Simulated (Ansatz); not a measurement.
## Y: which structure is lowest?

Theory: DFT, RPBE, plane waves (420 eV) with PAW, scalar-relativistic (Ansatz). (PAW data from PBE, frozen cores regenerated.)

Each structure is relaxed within its own symmetry, so a high-lying one may be dynamically unstable.

```csv
structure,ΔE (meV/atom),V (Å³/atom),cell,magnetic state
hcp,0,34.21,"a = 3.698 Å, c = 5.778 Å (c/a = 1.562)",spin not included
dhcp,15,33.98,"a = 3.657 Å, c = 11.735 Å (c/a = 3.209)",spin not included
fcc,35,33.94,a = 5.139 Å,spin not included
omega (AlB2-type),66,33.87,"a = 5.729 Å, c = 3.575 Å (c/a = 0.624)",spin not included
bcc,118,34.45,a = 4.100 Å,spin not included
A15,249,35.36,a = 6.564 Å,spin not included
beta-Sn type,462,34.55,"a = 6.330 Å, c = 3.450 Å (c/a = 0.545)",spin not included
simple cubic,805,36.74,a = 3.324 Å,spin not included
diamond,1985,51.91,a = 7.461 Å,spin not included
```

ΔE counts from hcp.

Differences under about 8 meV lie within the error of the k-point mesh.
